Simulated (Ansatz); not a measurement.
RuS2 (Laurite):

```xyz
12
Lattice="5.6106 0.0000 0.0000 0.0000 5.6106 0.0000 0.0000 0.0000 5.6106" Properties=species:S:1:pos:R:3 pbc="T T T"
Ru    0.0000    2.8053    2.8053
Ru    2.8053    2.8053    0.0000
Ru    2.8053    0.0000    2.8053
Ru    0.0000    0.0000    0.0000
S     2.1787    0.6266    4.9840
S     0.6266    4.9840    2.1787
S     4.9840    2.1787    0.6266
S     3.4319    3.4319    3.4319
S     3.4319    4.9840    0.6266
S     4.9840    0.6266    3.4319
S     0.6266    3.4319    4.9840
S     2.1787    2.1787    2.1787
```

Base run:

| Item | Value |
| --- | --- |
| Program | Ansatz 0.2.0 |
| Functional | PBEsol |
| Potentials or basis | Ansatz PAW |
| Cutoff | 420 eV (not typed: the program's choice for these potentials) |
| k mesh | 5 × 5 × 5 |
| Occupations | fermi-dirac, width 0.05 eV |
| Spin | no spin polarisation |

Its results: band gap on the k mesh 0.71 eV, indirect (least direct gap 0.93 eV); pressure -3.1 GPa; largest force 0.331 eV/Å.

Q: After a change of settings the same cell gave: band gap on the k mesh 0.75 eV, indirect (least direct gap 0.96 eV); pressure 3.7 GPa; largest force 0.258 eV/Å. Which change was it?
A. functional from PBEsol to LDA
B. functional from PBEsol to PBE
C. functional from PBEsol to r2SCAN; cutoff from 420 eV (not typed: the program's choice for these potentials) to 500 eV (not typed: the program's choice for these potentials)

A: B.

PBE binds less tightly than PBEsol, so the same cell stands under more pressure.

Caveats: the PAW data sets come from PBE, with cores solved anew for the run's functional, which leaves a small shift of forces and pressure (some runs).
